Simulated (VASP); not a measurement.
# C (Diamond): input slips in a relaxation and what they do

Aim: see how common mistakes in a VASP relaxation show up, on C (Diamond). The starting structure is a measured crystal structure from the Crystallography Open Database. The first relaxation on each setting starts from this cell expanded by 3 % in volume.

Program: VASP 6.6.1. Level of theory: Kohn-Sham DFT with plane waves and PAW; PBEsol. Results are calculated unless marked as measured.

## 1. The structure

The structure is cubic, space group Fd-3m (No. 227). Conventional cell: a = 3.567 Å, b = 3.567 Å, c = 3.567 Å, α = 90.00°, β = 90.00°, γ = 90.00°. C has 4 C at 1.54 Å nearest.

## 2. Reference relaxation

This run starts from the cell of an earlier relaxation, which isn't shown; the restart sets up the plane waves anew.

File INCAR:

```
SYSTEM = C
PREC = Accurate
ENCUT = 520
EDIFF = 1E-06
NELM = 100
ISMEAR = 0
SIGMA = 0.03
LREAL = .FALSE.
ALGO = Normal
GGA = PS
NBANDS = 10
LORBIT = 11
LWAVE = .FALSE.
LCHARG = .FALSE.
KPAR = 8
IBRION = 2
NSW = 50
ISIF = 3
EDIFFG = -0.006
```

File POSCAR:

```
C
1.0
    0.0000000000      1.7780041373      1.7780041373
    1.7780041373      0.0000000000      1.7780041373
    1.7780041373      1.7780041373      0.0000000000
C
2
Direct
    0.7500000000      0.7500000000      0.7500000000
    0.5000000000      0.5000000000      0.5000000000
```

File KPOINTS:

```
Automatic mesh
0
Gamma
10 10 10
0 0 0
```

The projector-augmented-wave data sets are C (PBE family, release 64).

The run is started by

```console
$ mpirun -np 8 vasp_std
```

What it wrote:

```text
[banner, memory and clock lines left out]
running    8 mpi-ranks, on    1 nodes
 distrk:  each k-point on    1 cores,    8 groups
 distr:  one band on    1 cores,    1 groups

 POSCAR found type information on POSCAR C
 POSCAR found :  1 types and       2 ions
|                                                                             |
|           W    W    AA    RRRRR   N    N  II  N    N   GGGG   !!!           |
|           W    W   A  A   R    R  NN   N  II  NN   N  G    G  !!!           |
|           W    W  A    A  R    R  N N  N  II  N N  N  G       !!!           |
|           W WW W  AAAAAA  RRRRR   N  N N  II  N  N N  G  GGG   !            |
|           WW  WW  A    A  R   R   N   NN  II  N   NN  G    G                |
|           W    W  A    A  R    R  N    N  II  N    N   GGGG   !!!           |
|                                                                             |
|     For optimal performance we recommend to set                             |
|       NCORE = 2 up to number-of-cores-per-socket                            |
|     NCORE specifies how many cores store one orbital (NPAR=cpu/NCORE).      |
|     This setting can greatly improve the performance of VASP for DFT.       |
|     The default, NCORE=1 might be grossly inefficient on modern             |
|     multi-core architectures or massively parallel machines. Do your        |
|     Unfortunately you need to use the default for GW and RPA                |
|     calculations (for HF NCORE is supported but not extensively tested      |
|     yet).                                                                   |
|                                                                             |

|                                                                             |
|               ----> ADVICE to this user running VASP <----                  |
|                                                                             |
|     You enforced a specific xc type in the INCAR file but a different       |
|     [... a line on the potential file left out ...]
|     I HOPE YOU KNOW WHAT YOU ARE DOING!                                     |
|                                                                             |

 LDA part: xc-table for (Slater+PW92), standard interpolation
 POSCAR, INCAR and KPOINTS ok, starting setup
 FFT: planning ... GRIDC
 FFT: planning ... GRID_SOFT
 FFT: planning ... GRID
 WAVECAR not read
 entering main loop
       N       E                     dE             d eps       ncg     rms          rms(c)
DAV:   1     0.136320936348E+01    0.13632E+01   -0.47745E+03   978   0.763E+02
DAV:   2    -0.195458857873E+02   -0.20909E+02   -0.20088E+02  1206   0.136E+02
DAV:   3    -0.199299517080E+02   -0.38407E+00   -0.38311E+00  1132   0.147E+01
DAV:   4    -0.199306057108E+02   -0.65400E-03   -0.65398E-03  1032   0.714E-01
DAV:   5    -0.199306064071E+02   -0.69631E-06   -0.69636E-06  1076   0.234E-02    0.566E+00
DAV:   6    -0.194252476111E+02    0.50536E+00   -0.27804E-01   972   0.388E+00    0.334E+00
DAV:   7    -0.192492276909E+02    0.17602E+00   -0.32978E-01  1022   0.427E+00    0.703E-01
DAV:   8    -0.192497367946E+02   -0.50910E-03   -0.68123E-03   990   0.703E-01    0.287E-02
DAV:   9    -0.192497522313E+02   -0.15437E-04   -0.15991E-05  1134   0.381E-02    0.206E-02
DAV:  10    -0.192497598853E+02   -0.76540E-05   -0.33522E-06   992   0.176E-02    0.424E-03
DAV:  11    -0.192497597428E+02    0.14254E-06   -0.65432E-08   530   0.247E-03
   1 F= -.19249760E+02 E0= -.19249760E+02  d E =-.192498E+02
 curvature:   0.00 expect dE= 0.000E+00 dE for cont linesearch  0.000E+00
 trial: gam= 0.00000 g(F)=  0.127E-47 g(S)=  0.239E-04 ort = 0.000E+00 (trialstep = 0.100E+01)
 search vector abs. value=  0.239E-04
 bond charge predicted
       N       E                     dE             d eps       ncg     rms          rms(c)
DAV:   1    -0.192497647715E+02   -0.48862E-05   -0.47851E-04  1014   0.193E-01    0.201E-02
DAV:   2    -0.192497588501E+02    0.59215E-05   -0.60267E-06  1026   0.207E-02    0.110E-02
DAV:   3    -0.192497563111E+02    0.25390E-05   -0.40074E-06   978   0.146E-02    0.162E-03
DAV:   4    -0.192497562814E+02    0.29624E-07   -0.47821E-08   476   0.211E-03
   2 F= -.19249756E+02 E0= -.19249756E+02  d E =0.346134E-05
 trial-energy change:    0.000003  1 .order    0.000003   -0.000024    0.000031
 step:   0.4384(harm=  0.4384)  dis= 0.00000  next Energy=   -19.249765 (dE=-0.524E-05)
 bond charge predicted
       N       E                     dE             d eps       ncg     rms          rms(c)
DAV:   1    -0.192497672229E+02   -0.10912E-04   -0.14969E-04  1014   0.108E-01    0.112E-02
DAV:   2    -0.192497654605E+02    0.17624E-05   -0.18758E-06   958   0.115E-02    0.618E-03
DAV:   3    -0.192497648459E+02    0.61459E-06   -0.12327E-06   734   0.815E-03
   3 F= -.19249765E+02 E0= -.19249765E+02  d E =-.510314E-05
 curvature:  -0.22 expect dE=-0.893E-10 dE for cont linesearch -0.893E-10
 trial: gam=-0.00411 g(F)=  0.433E-47 g(S)=  0.408E-09 ort = 0.987E-07 (trialstep = 0.888E+00)
 search vector abs. value=  0.100E-09
 reached required accuracy - stopping structural energy minimisation
```

The job ended after 3.4 s (8 MPI ranks of AMD EPYC 7R43, shared host; peak memory 0.66 GiB; 21 s of CPU time).

The logs omit lines about the potential files and the build; timing stands in the text.

From OUTCAR (step 2):

```text
ion  position               nearest neighbor table
   1  0.750  0.750  0.750-   2 1.54   2 1.54   2 1.54   2 1.54
   2  0.500  0.500  0.500-   1 1.54   1 1.54   1 1.54   1 1.54

  LATTYP: Found a face centered cubic cell.
 ALAT       =     3.5560082746

 Subroutine GETGRP returns: Found 48 space group operations
 (whereof 24 operations were pure point group operations)

The static configuration has the point symmetry T_d .
 The point group associated with its full space group is O_h .

 Found     47 irreducible k-points:

   k-points           NKPTS =     47   k-points in BZ     NKDIM =     47   number of bands    NBANDS=     10

   dimension x,y,z NGX =    20 NGY =   20 NGZ =   20
   dimension x,y,z NGXF=    40 NGYF=   40 NGZF=   40

   ENCUT  =  520.0 eV  38.22 Ry    6.18 a.u.   4.68  4.68  4.68*2*pi/ulx,y,z

   NELECT =       8.0000    total number of electrons

 k-points in reciprocal lattice and weights: Automatic mesh
   0.00000000  0.00000000  0.00000000       0.001
   0.10000000  0.00000000  0.00000000       0.008
   0.20000000  0.00000000  0.00000000       0.008
   0.30000000  0.00000000  0.00000000       0.008
   0.40000000  0.00000000  0.00000000       0.008
   0.50000000  0.00000000  0.00000000       0.004
   0.10000000  0.10000000  0.00000000       0.006
   0.20000000  0.10000000  0.00000000       0.024
   0.30000000  0.10000000  0.00000000       0.024
[...]
-0.30000000  0.40000000  0.20000000       0.024
  -0.30000000  0.50000000  0.20000000       0.012

 average (electrostatic) potential at core
       1 -45.3593       2 -45.3593

 E-fermi :  10.0029

 k-point     1 :       0.0000    0.0000    0.0000
  band No.  band energies     occupation
      1     -11.8038      2.00000
      2       9.8323      2.00000
      3       9.8323      2.00000
      4       9.8323      2.00000
      5      15.3947      0.00000
      6      15.3947      0.00000
      7      15.3947      0.00000
      8      23.3944      0.00000
      9      28.8989      0.00000
    ...

 k-point     2 :       0.1000    0.0000    0.0000
  band No.  band energies     occupation
      1     -11.5246      2.00000
      2       8.1341      2.00000
      3       9.3775      2.00000
      4       9.3775      2.00000
      5      15.9909      0.00000
      6      15.9909      0.00000
      7      16.3585      0.00000
      8      23.6074      0.00000
      9      29.3542      0.00000
    ...

 k-point     3 :       0.2000    0.0000    0.0000
  band No.  band energies     occupation
      1     -10.6919      2.00000
      2       4.8959      2.00000
      3       8.4894      2.00000
      4       8.4894      2.00000
      5      17.1315      0.00000
      6      17.1315      0.00000
      7      17.6006      0.00000
      8      24.1884      0.00000
      9      30.1398      0.00000
    ...

  Total        0.0000750      0.0000750      0.0000750      0.0000000      0.0000000     -0.0000000
  in kB        0.0106898      0.0106898      0.0106898      0.0000000      0.0000000     -0.0000000
  external PRESSURE =       0.0106898 kB  Pullay stress =       0.0000000 kB

  energy-cutoff  :      520.00
  volume of cell :       11.25
      direct lattice vectors                 reciprocal lattice vectors
     0.000000000  1.778345970  1.778345970    -0.281160139  0.281160139  0.281160139
     1.778345970  0.000000000  1.778345970     0.281160139 -0.281160139  0.281160139
     1.778345970  1.778345970  0.000000000     0.281160139  0.281160139 -0.281160139

 POSITION                                       TOTAL-FORCE (eV/Angst)
 -----------------------------------------------------------------------------------
      2.66752      2.66752      2.66752         0.000000      0.000000     -0.000000
      1.77835      1.77835      1.77835        -0.000000     -0.000000      0.000000
 -----------------------------------------------------------------------------------
    total drift:                                0.000000     -0.000000      0.000000

  FREE ENERGIE OF THE ION-ELECTRON SYSTEM (eV)
  ---------------------------------------------------
  free  energy   TOTEN  =       -19.2497648459 eV

  energy  without entropy=      -19.2497648459  energy(sigma->0) =      -19.24976485

 reached required accuracy - stopping structural energy minimisation

 total charge
# of ion       s       p       d       tot
------------------------------------------
    1        0.825   1.751   0.000   2.576
    2        0.825   1.751   0.000   2.576
--------------------------------------------------
tot          1.650   3.503   0.000   5.153

[... 3 further parts left out ...]
```

The PAW data sets were made with PBE, which is usual practice but a small mismatch for other functionals. The run keeps the 48 symmetry operations of its start, so it cannot find a distortion of lower symmetry.

The reference relaxation ends at 5.624 Å³ an atom. Pressures at 0.985 and 1.015 times this volume, from two more relaxations that aren't shown, give a bulk modulus of 451.2 GPa.

## 3. Relaxation with a cutoff far too low

A slip made on purpose: a cutoff far too low. Against step 2 the input has PREC = Normal and ENCUT = 220 (also changed: NELM).

INCAR, as its differences from that of step 2:

```diff
@@ -1,6 +1,6 @@
 SYSTEM = C
-PREC = Accurate
-ENCUT = 520
+PREC = Normal
+ENCUT = 220
 EDIFF = 1E-06
-NELM = 100
+NELM = 60
 ISMEAR = 0
```

File POSCAR:

```
C
1.0
    0.0000000000      1.8010282771      1.8010282771
    1.8010282771      0.0000000000      1.8010282771
    1.8010282771      1.8010282771      0.0000000000
C
2
Direct
    0.7500000000      0.7500000000      0.7500000000
    0.5000000000      0.5000000000      0.5000000000
```

KPOINTS is that of step 2.

The run is started by

```console
$ mpirun -np 8 vasp_std
```

What it wrote:

```text
[banner, memory and clock lines left out]
running    8 mpi-ranks, on    1 nodes
[...]
[... a notice as in an earlier step ...]

 [... a notice as in an earlier step ...]

 LDA part: xc-table for (Slater+PW92), standard interpolation
 POSCAR, INCAR and KPOINTS ok, starting setup
[...]
entering main loop
       N       E                     dE             d eps       ncg     rms          rms(c)
DAV:   1    -0.116114559493E+02   -0.11611E+02   -0.28398E+03  1142   0.378E+02
DAV:   2    -0.195366096810E+02   -0.79252E+01   -0.77523E+01  1170   0.724E+01
DAV:   3    -0.196121887348E+02   -0.75579E-01   -0.75509E-01  1092   0.564E+00
DAV:   4    -0.196122406111E+02   -0.51876E-04   -0.51876E-04  1002   0.167E-01
[...]
DAV:   9    -0.192218221303E+02   -0.15189E-05   -0.30171E-05  1068   0.398E-02    0.997E-03
DAV:  10    -0.192218270250E+02   -0.48947E-05   -0.19104E-06  1024   0.117E-02    0.229E-03
DAV:  11    -0.192218269279E+02    0.97084E-07   -0.57037E-08   496   0.189E-03
   1 F= -.19221827E+02 E0= -.19221827E+02  d E =-.192218E+02
[... from here on, the cycles between the ionic steps are left out ...]
   2 F= -.16516544E+02 E0= -.16516544E+02  d E =0.270528E+01
   3 F= -.19756401E+02 E0= -.19756401E+02  d E =-.534574E+00
   4 F= -.19765864E+02 E0= -.19765864E+02  d E =-.544037E+00
   5 F= -.19766476E+02 E0= -.19766476E+02  d E =-.544649E+00
[...]
reached required accuracy - stopping structural energy minimisation
```

Elapsed: 1.8 s, on 8 MPI ranks; peak memory 0.52 GiB.

Parts of OUTCAR (step 3):

```text
  Total        0.0006258      0.0006258      0.0006258     -0.0000000     -0.0000000     -0.0000000
  in kB        0.1007244      0.1007244      0.1007244     -0.0000000     -0.0000000     -0.0000000
  external PRESSURE =       0.1007244 kB  Pullay stress =       0.0000000 kB

 POSITION                                       TOTAL-FORCE (eV/Angst)
 -----------------------------------------------------------------------------------
      2.56099      2.56099      2.56099         0.000000     -0.000000      0.000000
      1.70733      1.70733      1.70733        -0.000000      0.000000     -0.000000
 -----------------------------------------------------------------------------------
    total drift:                                0.000000      0.000000      0.000000

  FREE ENERGIE OF THE ION-ELECTRON SYSTEM (eV)
  ---------------------------------------------------
  free  energy   TOTEN  =       -19.7664759128 eV

  energy  without entropy=      -19.7664759128  energy(sigma->0) =      -19.76647591

[... 2 parts as in an earlier step ...]

[... 2 further parts left out ...]
[key lines of the parts left out:]
E-fermi :  12.7588
```

With a cutoff far too low the cell ends at 4.977 Å³ an atom, -11.51 % from the reference.

## 4. Relaxation with an ionic step far too long

A slip made on purpose: an ionic step far too long. Against step 2 the input has IBRION = 1 and POTIM = 2 (also changed: NELM and NSW).

File INCAR:

```
SYSTEM = C
PREC = Accurate
ENCUT = 520
EDIFF = 1E-06
NELM = 60
ISMEAR = 0
SIGMA = 0.03
LREAL = .FALSE.
ALGO = Normal
GGA = PS
NBANDS = 10
LORBIT = 11
LWAVE = .FALSE.
LCHARG = .FALSE.
KPAR = 8
IBRION = 1
NSW = 30
ISIF = 3
EDIFFG = -0.006
POTIM = 2
```

POSCAR is that of step 3.

KPOINTS is that of step 3.

The run is started by

```console
$ mpirun -np 8 vasp_std
```

What it wrote:

```text
[... set-up lines as in an earlier step ...]
 entering main loop
       N       E                     dE             d eps       ncg     rms          rms(c)
DAV:   1    -0.574724941127E+00   -0.57472E+00   -0.50224E+03   964   0.778E+02
DAV:   2    -0.194302831139E+02   -0.18856E+02   -0.18311E+02  1336   0.125E+02
DAV:   3    -0.198332228293E+02   -0.40294E+00   -0.40195E+00  1082   0.145E+01
DAV:   4    -0.198340757642E+02   -0.85293E-03   -0.85291E-03  1044   0.805E-01
[...]
DAV:   9    -0.192279580384E+02   -0.16594E-04   -0.17125E-05  1146   0.387E-02    0.202E-02
DAV:  10    -0.192279660323E+02   -0.79939E-05   -0.37318E-06   980   0.183E-02    0.416E-03
DAV:  11    -0.192279658796E+02    0.15263E-06   -0.68050E-08   548   0.248E-03
   1 F= -.19227966E+02 E0= -.19227966E+02  d E =-.192280E+02
[...]
2 F= -.17344308E+02 E0= -.17344308E+02  d E =0.188366E+01
[...]
3 F= -.19249750E+02 E0= -.19249750E+02  d E =-.190544E+01
[...]
4 F= -.19250475E+02 E0= -.19250475E+02  d E =-.725296E-03
[...]
5 F= -.19250499E+02 E0= -.19250499E+02  d E =-.241595E-04
 BRION: g(F)=  0.235E-46 g(S)=  0.646E-07 retain N=  1 mean eig= 0.11
 eig:   0.111
 reached required accuracy - stopping structural energy minimisation
```

It took 5 s on 8 MPI ranks; peak memory 0.76 GiB.

OUTCAR, selected parts (step 4):

```text
  Total       -0.0004724     -0.0004724     -0.0004724     -0.0000000      0.0000000      0.0000000
  in kB       -0.0672999     -0.0672999     -0.0672999     -0.0000000      0.0000000      0.0000000
  external PRESSURE =      -0.0672999 kB  Pullay stress =       0.0000000 kB

 POSITION                                       TOTAL-FORCE (eV/Angst)
 -----------------------------------------------------------------------------------
      2.66734      2.66734      2.66734         0.000000      0.000000      0.000000
      1.77823      1.77823      1.77823        -0.000000     -0.000000     -0.000000
 -----------------------------------------------------------------------------------
    total drift:                                0.000000     -0.000000      0.000000

  FREE ENERGIE OF THE ION-ELECTRON SYSTEM (eV)
  ---------------------------------------------------
  free  energy   TOTEN  =       -19.2504990715 eV

  energy  without entropy=      -19.2504990715  energy(sigma->0) =      -19.25049907

[... 2 parts as in an earlier step ...]

[... 2 further parts left out ...]
[key lines of the parts left out:]
E-fermi :  10.0053
```

With an ionic step far too long the cell ends at 5.623 Å³ an atom, -0.02 % from the reference.

(Part 1 of 2 ends here.)

[Lines on the potential files, build, host, timing and source positions are cut from VASP's logs without a mark.]

[Logs are printed without paths, hosts, clocks, repeated set-up lines and the standing remarks that a program may print on its own settings, such as how far it seeks lower states.]

[Hosts, paths, dates, database ids (printed as entryN), source tags and the programs' standing remarks are cut or masked in the printed files.]
